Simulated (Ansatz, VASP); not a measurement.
# Two plane-wave programs on Rh

```
CELL_PARAMETERS angstrom
0.00000 1.87762 1.87762
1.87762 0.00000 1.87762
1.87762 1.87762 0.00000
ATOMIC_POSITIONS crystal
Rh 0.00000 0.00000 0.00000
```

Alike in both runs: task single point; functional LDA; k mesh 12 × 12 × 12; occupations fermi-dirac, width 0.1 eV; no spin polarisation.

```csv
,VASP,Ansatz
version,VASP 6.6.1,Ansatz 0.2.0
potentials or method,"VASP PAW LDA potentials, release 64 (Rh_pv)","plane waves (420 eV) with PAW, scalar-relativistic"
plane-wave cutoff (eV),520,420
valence electrons in the cell,15,17
```

```csv
,VASP,Ansatz,Ansatz less VASP
pressure (GPa),0.7,-0.2,-0.92
```

The two sets of potentials don't hold the same shells in valence. Ansatz warned: «pseudo_functional_mismatch».
